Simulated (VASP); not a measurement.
# Cr (P6_3/mmc) in VASP: further runs, part 2 of 2

VASP 6.6.1.

## Step 3: Relaxation of cell and atoms, PBE

Contents of INCAR:

```
PREC = Accurate
ENCUT = 600
EDIFF = 1E-7
ISMEAR = 0
SIGMA = 0.1
LREAL = False
LASPH = True
NELM = 100
ALGO = Fast
ISIF = 3
LWAVE = False
LCHARG = False
GGA = PE
IBRION = 2
NSW = 100
EDIFFG = -0.005
```

Contents of KPOINTS:

```
regular mesh
0
Gamma
  21 21 10
```

Contents of POSCAR:

```
Cr
1.0
    2.4880302131      0.0000000000      0.0000000000
   -1.2440151066      2.1546973700      0.0000000000
    0.0000000000      0.0000000000      4.4409523558
Cr
2
Direct
    0.3333333333      0.6666666667      0.2500000000
    0.6666666667      0.3333333333      0.7500000000
```

Potentials or basis: VASP PAW PBE potentials, release 64 (Cr_pv).

Run with:

```sh
$ cat potpaw_PBE.64/Cr_pv/POTCAR > POTCAR
$ mpirun -np 1 vasp_std > vasp.out
```

OUTCAR:

```text
PREC = Accurate
   ENCUT = 600
   EDIFF = 1E-7
   ISMEAR = 0
   LREAL = False
   LASPH = True
   NELM = 100
   ISIF = 3
   GGA = PE
   IBRION = 2
   NSW = 100
   EDIFFG = -0.005

 ion  position               nearest neighbor table
   1  0.333  0.667  0.250-   2 2.64   2 2.64   2 2.64   2 2.64   2 2.64   2 2.64
   2  0.667  0.333  0.750-   1 2.64   1 2.64   1 2.64   1 2.64   1 2.64   1 2.64

  LATTYP: Found a hexagonal cell.
 ALAT       =     2.4880302131
 C/A-ratio  =     1.7849270207

  Lattice vectors:

 A1 = (   2.4880302131,   0.0000000000,   0.0000000000)
 A2 = (  -1.2440151066,   2.1546973700,   0.0000000000)
 A3 = (   0.0000000000,   0.0000000000,   4.4409523558)

Analysis of symmetry for initial positions (statically):
=====================================================================
 Subroutine PRICEL returns:
 Original cell was already a primitive cell.

 Routine SETGRP: Setting up the symmetry group for a
 hexagonal supercell.

 Subroutine GETGRP returns: Found 24 space group operations
 (whereof 12 operations were pure point group operations)
 out of a pool of 24 trial point group operations.

The static configuration has the point symmetry D_3d.
 The point group associated with its full space group is D_6h.

Analysis of symmetry for dynamics (positions and initial velocities):
=====================================================================
 Subroutine PRICEL returns:
 Original cell was already a primitive cell.

 Routine SETGRP: Setting up the symmetry group for a
 hexagonal supercell.

 Subroutine GETGRP returns: Found 24 space group operations
 (whereof 12 operations were pure point group operations)
 out of a pool of 24 trial point group operations.

The dynamic configuration has the point symmetry D_3d.
 The point group associated with its full space group is D_6h.

[... 123 lines left out ...]
   GGA     = PE    functional components
   LHFCALC =     F    Hartree Fock is set to
   AEXX    =    0.0000 exact exchange contribution
   IVDW    =     0    specifies the selected vdW correction
   LEPSILON=     F    determine dielectric tensor
   LRPA    =     F    only Hartree local field effects (RPA)
 conjugate gradient relaxation of ions
 non-spin polarized calculation
 RMM-DIIS sequential band-by-band and
 Gauss-broadening in eV      SIGMA  =   0.10
  energy-cutoff  :      600.00
  volume of cell :       23.81
 maximum number of plane-waves:       825
 NGX is ok and might be reduce to    20
   NGX =  9   NGY =  9   NGZ = 17

--------------------------------------- Ionic step        1  -------------------------------------------

 number of electron      24.0000018 magnetization

 Free energy of the ion-electron system (eV)
  ---------------------------------------------------
  ext. energy  EPLUGINS =         0.00000000
  ---------------------------------------------------
  free energy    TOTEN  =       -18.23180406 eV

  energy without entropy =      -18.21660721  energy(sigma->0) =      -18.22420564

------------------------ aborting loop because EDIFF is reached ----------------------------------------

  FORCE on cell =-STRESS in cart. coord.  units (eV):
  Direction    XX          YY          ZZ          XY          YZ          ZX
  --------------------------------------------------------------------------------------
  -------------------------------------------------------------------------------------
  Total       -0.1569657     -0.1569657      0.0480931      0.0000000      0.0000000      0.0000000
  in kB      -10.5632439    -10.5632439      3.2365005      0.0000000      0.0000000      0.0000000
  external PRESSURE =      -5.9633291 kB  Pullay stress =       0.0000000 kB
[... 239 lines left out ...]
--------------------------------------- Ionic step        8  -------------------------------------------

 number of electron      24.0000019 magnetization

 Free energy of the ion-electron system (eV)
  ---------------------------------------------------
  ext. energy  EPLUGINS =         0.00000000
  ---------------------------------------------------
  free energy    TOTEN  =       -18.23216990 eV

  energy without entropy =      -18.21710168  energy(sigma->0) =      -18.22463579

 E-fermi :  10.4082     XC(G=0): -13.4822

 val. band max:       10.4074753390   @ k =   0.0952   0.0476   0.2000
 cond. band min:      10.4135931882   @ k =   0.0476  -0.0000   0.1000
 fundamental gap:      0.0061178492
 Fermi energy:        10.4081998398

 k-point     1 :       0.0000    0.0000    0.0000
  band No.  band energies     occupation
      1     -32.8548      2.00000
      2     -32.1916      2.00000
      3     -32.0236      2.00000
      4     -32.0236      2.00000
      5     -31.9608      2.00000
      6     -31.9608      2.00000
[... 433 lines left out ...]
      3     -32.3914      2.00000
      4     -32.2136      2.00000
      5     -32.1446      2.00000
      6     -32.0681      2.00000
[... 8 lines left out ...]
     15      11.5948      0.00000
     16      11.9243      0.00000

 [... further k-points ...]
[... 5 lines left out ...]
  --------------------------------------------------------------------------------------
  -------------------------------------------------------------------------------------
  Total       -0.0022565     -0.0022565     -0.0060604      0.0000000     -0.0000000      0.0000000
  in kB       -0.1520042     -0.1520042     -0.4082500      0.0000000     -0.0000000      0.0000000
  external PRESSURE =      -0.2374195 kB  Pullay stress =       0.0000000 kB
[... 17 lines left out ...]
  FREE ENERGIE OF THE ION-ELECTRON SYSTEM (eV)
  ---------------------------------------------------
  free  energy   TOTEN  =       -18.2321699023 eV

  energy  without entropy=      -18.2171016804  energy(sigma->0) =      -18.22463579

 reached required accuracy - stopping structural energy minimisation
```

Run time: 4.7 min. Hardware: 1 thread of Intel Xeon 6975P-C (Granite Rapids), shared host; peak memory 0.24 GiB.

Results:

- Free energy: -18.2322 eV
- Relaxed volume: 11.89 Å³/atom
- Relaxed cell: a = 2.483 Å, b = 2.483 Å, c = 4.454 Å, α = 90.00°, β = 90.00°, γ = 120.00°
- Space group after relaxing (to 0.05 Å): P6_3/mmc (No. 194)
- Energy gained by relaxing: 0.2 meV/atom
- Ionic steps: 8
- Pressure after relaxing: 0.0 GPa
- Band gap on the k mesh: none (metal or under the smearing width)

The path:
| step | energy change (eV) | largest force (eV/Å) | pressure (GPa) | volume (Å³) |
| --- | --- | --- | --- | --- |
| 1 | 0.0000 | 0.0000 | -0.60 | 23.81 |
| 2 | 0.0002 | 0.0000 | 1.31 | 23.66 |
| 3 | -0.0002 | 0.0000 | 0.36 | 23.74 |
| 4 | -0.0003 | 0.0000 | 0.08 | 23.78 |
| 5 | -0.0004 | 0.0000 | 0.14 | 23.77 |
| 6 | -0.0004 | 0.0000 | 0.11 | 23.77 |
| 7 | -0.0004 | 0.0000 | -0.10 | 23.79 |
| 8 | -0.0004 | 0.0000 | -0.02 | 23.78 |

Final structure:
```
CELL_PARAMETERS angstrom
2.48323 0.00000 0.00000
-1.24161 2.15054 0.00000
0.00000 0.00000 4.45372
ATOMIC_POSITIONS crystal
Cr 0.33333 0.66667 0.25000
Cr 0.66667 0.33333 0.75000
```

Levels at points of the mesh, in eV from the Fermi level:
| k point | band 9 | band 10 | band 11 | band 12 | band 13 | band 14 | band 15 | band 16 |
| --- | --- | --- | --- | --- | --- | --- | --- | --- |
| (0.00, 0.00, 0.00) | -1.24 | -0.35 | -0.35 | -0.28 | -0.03 | -0.03 | 1.08 | 1.08 |
| (0.00, 0.00, 0.50) | -1.63 | -1.63 | -0.33 | -0.33 | -0.33 | -0.33 | 1.79 | 1.79 |

Caveat: the run has no spin polarisation, though such a crystal can be magnetic.

## Step 4: Single point, PBE

Contents of INCAR:

```
SYSTEM = Cr
PREC = Accurate
ENCUT = 520
EDIFF = 1E-6
ISMEAR = 0
SIGMA = 0.1
LREAL = .FALSE.
LASPH = .TRUE.
NELM = 100
ALGO = Fast
ISIF = 2
LWAVE = .FALSE.
LCHARG = .FALSE.
GGA = PE
NBANDS = 19
```

Contents of KPOINTS:

```
Automatic mesh
0
G
  21 21 10
  0 0 0
```

Contents of POSCAR:

```
Cr
1.0
    2.4849820546      0.0000000000      0.0000000000
   -1.2424910273      2.1520575872      0.0000000000
    0.0000000000      0.0000000000      4.4557650231
Cr
2
Direct
    0.3333333333      0.6666666667      0.2500000000
    0.6666666667      0.3333333333      0.7500000000
```

Run with:

```sh
$ cat potpaw_PBE.64/Cr_pv/POTCAR > POTCAR
$ mpirun -np 1 vasp_std > vasp.out
```

Wall time 55 s (1 thread of Intel Xeon 6975P-C (Granite Rapids), shared host); peak memory 0.21 GiB.

It converged, with:

```yaml
Free_energy: -18.2325 eV
Pressure: -0.4 GPa
Band_gap_on_the_k_mesh: none (metal or under the smearing width)
```

Stress tensor (GPa, compression positive):
```
-0.38  0.00  0.00
 0.00 -0.38  0.00
 0.00  0.00 -0.56
```

Levels at points of the mesh, in eV from the Fermi level:
| k point | band 9 | band 10 | band 11 | band 12 | band 13 | band 14 | band 15 | band 16 |
| --- | --- | --- | --- | --- | --- | --- | --- | --- |
| (0.00, 0.00, 0.00) | -1.23 | -0.35 | -0.35 | -0.28 | -0.03 | -0.03 | 1.07 | 1.07 |
| (0.00, 0.00, 0.50) | -1.62 | -1.62 | -0.33 | -0.33 | -0.33 | -0.33 | 1.78 | 1.78 |

Caveat: the run has no spin polarisation, though such a crystal can be magnetic.

## Step 5: Single point, PBE

This run uses another cell than the first one, of 10.84 Å³/atom, 0.910 times its volume.

Contents of INCAR:

```
SYSTEM = Cr
  PREC = Accurate
  ENCUT = 520
  EDIFF = 1E-6
  ISMEAR = 0
  SIGMA = 0.1
  LREAL = .False.
  LASPH = .True.
  NELM = 100
  ALGO = Normal
  ISIF = 2
  LWAVE = .False.
  LCHARG = .False.
  GGA = PE
  NBANDS = 19
```

Contents of KPOINTS:

```
Automatic mesh
0
Gamma
  21 21 10
  0 0 0
```

Contents of POSCAR:

```
Cr
1.0
    2.4147676694      0.0000000000      0.0000000000
   -1.2073838347      2.0912501459      0.0000000000
    0.0000000000      0.0000000000      4.2939746956
Cr
2
Direct
    0.3333333333      0.6666666667      0.2500000000
    0.6666666667      0.3333333333      0.7500000000
```

Run with:

```sh
$ cat potpaw_PBE.64/Cr_pv/POTCAR > POTCAR
$ mpirun -np 1 vasp_std > vasp.out
```

Wall time 37 s (1 thread of Intel Xeon 6975P-C (Granite Rapids), shared host); peak memory 0.2 GiB.

It converged, with:

```yaml
Free_energy: -18.0711 eV
Pressure: 26.4 GPa
Band_gap_on_the_k_mesh: none (metal or under the smearing width)
```

Levels at points of the mesh, in eV from the Fermi level:
| k point | band 10 | band 11 | band 12 | band 13 | band 14 | band 15 |
| --- | --- | --- | --- | --- | --- | --- |
| (0.00, 0.00, 0.00) | -0.44 | -0.44 | -0.06 | -0.05 | -0.05 | 1.17 |
| (0.00, 0.00, 0.50) | -1.77 | -0.41 | -0.41 | -0.41 | -0.41 | 2.02 |

Caveat: so large a pressure means that the cell lies far from this level's equilibrium, or that cutoff or potentials fall short; the run has no spin polarisation, though such a crystal can be magnetic. Spin polarisation is off, so any magnetic state and its effect on volume and gap are missing.

## Step 6: Relaxation of shape and atoms at fixed volume, PBE

This run uses another cell than the first one, of 10.84 Å³/atom, 0.910 times its volume.

Contents of INCAR:

```
PREC = Accurate
ENCUT = 600
EDIFF = 1E-6
ISMEAR = 0
SIGMA = 0.1
LREAL = False
LASPH = True
NELM = 100
ALGO = Fast
ISIF = 4
LWAVE = False
LCHARG = False
GGA = PE
IBRION = 2
NSW = 50
EDIFFG = -0.01
```

Contents of KPOINTS:

```
regular mesh
0
Gamma
  21 21 10
```

Contents of POSCAR:

```
Cr
1.0
    2.4126218696      0.0000000000      0.0000000000
   -1.2063109348      2.0893918287      0.0000000000
    0.0000000000      0.0000000000      4.3016162641
Cr
2
Direct
    0.3333333333      0.6666666667      0.2500000000
    0.6666666667      0.3333333333      0.7500000000
```

Potentials or basis: VASP PAW PBE potentials, release 64 (Cr_pv).

Run with:

```sh
$ cat potpaw_PBE.64/Cr_pv/POTCAR > POTCAR
$ mpirun -np 1 vasp_std > vasp.out
```

Run time: 2.2 min. Hardware: 1 thread of Intel Xeon Platinum 8559C (Emerald Rapids), shared host; peak memory 0.22 GiB.

Results (log left out):

```
Free energy               : -18.0708 eV
Energy gained by relaxing : 0.1 meV/atom
Ionic steps               : 3
Pressure after relaxing   : 26.4 GPa
Band gap on the k mesh    : none (metal or under the smearing width)
```

Stress tensor (GPa, compression positive):
```
26.48  0.00  0.00
 0.00 26.48  0.00
 0.00  0.00 26.37
```

Step by step:
```
step  energy change (eV)  largest force (eV/Å)  pressure (GPa)  volume (Å³)
   1              0.0000                0.0000           26.39        21.68
   2             -0.0001                0.0000           26.46        21.68
   3             -0.0001                0.0000           26.45        21.68
```

Final structure:
```
Cr
1.0
     2.41453    0.00000    0.00000
    -1.20727    2.09105    0.00000
     0.00000    0.00000    4.29481
Cr
2
Direct
  0.33333 0.66667 0.25000
  0.66667 0.33333 0.75000
```

Levels at points of the mesh, in eV from the Fermi level:
| k point | band 10 | band 11 | band 12 | band 13 | band 14 | band 15 |
| --- | --- | --- | --- | --- | --- | --- |
| (0.00, 0.00, 0.00) | -0.44 | -0.44 | -0.06 | -0.05 | -0.05 | 1.17 |
| (0.00, 0.00, 0.50) | -1.77 | -0.41 | -0.41 | -0.41 | -0.41 | 2.02 |

Caveat: the run has no spin polarisation, though such a crystal can be magnetic.

## Step 7: Single point, PBE

This run uses another cell than the first one, of 11.20 Å³/atom, 0.940 times its volume.

Contents of INCAR:

```
PREC     = Accurate       # precision mode
ENCUT    = 520            # plane-wave cutoff, eV
EDIFF    = 1E-6           # SCF threshold, eV
ISMEAR   = 0              # smearing method
SIGMA    = 0.1            # smearing width, eV
LREAL    = False          # projectors in reciprocal space
LASPH    = True           # aspherical terms in the spheres
NELM     = 100            # most SCF steps
ALGO     = Fast           # electronic algorithm
ISIF     = 2              # what is computed and relaxed
LWAVE    = False          # write WAVECAR
LCHARG   = True           # write CHGCAR
GGA      = PE             # functional
LELF     = True           # ELF
LVHAR    = True         
NBANDS   = 19             # bands
```

Contents of KPOINTS:

```
Automatic mesh
0
Gamma
  21 21 10
```

Contents of POSCAR:

```
Cr
1.0
    2.4388480750      0.0000000000      0.0000000000
   -1.2194240375      2.1121043889      0.0000000000
    0.0000000000      0.0000000000      4.3483766260
Cr
2
Direct
    0.3333333333      0.6666666667      0.2500000000
    0.6666666667      0.3333333333      0.7500000000
```

Run with:

```sh
$ cat potpaw_PBE.64/Cr_pv/POTCAR > POTCAR
$ mpirun -np 1 vasp_std > vasp.out
```

Run time: 60 s. Hardware: 1 thread of Intel Xeon Platinum 8559C (Emerald Rapids), shared host; peak memory 0.2 GiB.

It converged, with:

* Free energy: -18.1657 eV
* Pressure: 16.2 GPa
* Band gap on the k mesh: none (metal or under the smearing width)

Stress tensor (GPa, compression positive):
```
16.28  0.00  0.00
 0.00 16.28  0.00
 0.00  0.00 16.14
```

Levels at points of the mesh, in eV from the Fermi level:
```csv
k point,band 10,band 11,band 12,band 13,band 14,band 15
"(0.00, 0.00, 0.00)",-0.41,-0.41,-0.14,-0.04,-0.04,1.13
"(0.00, 0.00, 0.50)",-1.72,-0.38,-0.38,-0.38,-0.38,1.94
```

Caveat: so large a pressure means that the cell lies far from this level's equilibrium, or that cutoff or potentials fall short; the run has no spin polarisation, though such a crystal can be magnetic. Spin polarisation is off, so any magnetic state and its effect on volume and gap are missing.

## Step 8: The runs side by side

| task | cell | cutoff (eV) | gap on the mesh (eV) | pressure (GPa) |
| --- | --- | --- | --- | --- |
| single point | P6_3/mmc, 11.91 Å³/atom | 520 | none | -0.4 |
| relaxation of cell and atoms | relaxed | 600 | none | 0.0 |
| single point | P6_3/mmc, 10.84 Å³/atom | 520 | none | 26.4 |
| relaxation of shape and atoms at fixed volume | relaxed at fixed volume | 600 | none | 26.4 |
| single point | P6_3/mmc, 11.2 Å³/atom | 520 | none | 16.2 |

Alike in all rows: level PBE; potentials or basis VASP PAW PBE potentials, release 64 (Cr_pv); no spin polarisation; k mesh 21 × 21 × 10; smearing gaussian 0.1 eV.

Every run on the cell as given and a fine mesh finds a metal.

Caveats: the run has no spin polarisation, though such a crystal can be magnetic; so large a pressure means that the cell lies far from this level's equilibrium, or that cutoff or potentials fall short (some runs).

Total energies depend on the potentials used, so only differences within one code and one set of settings carry meaning.
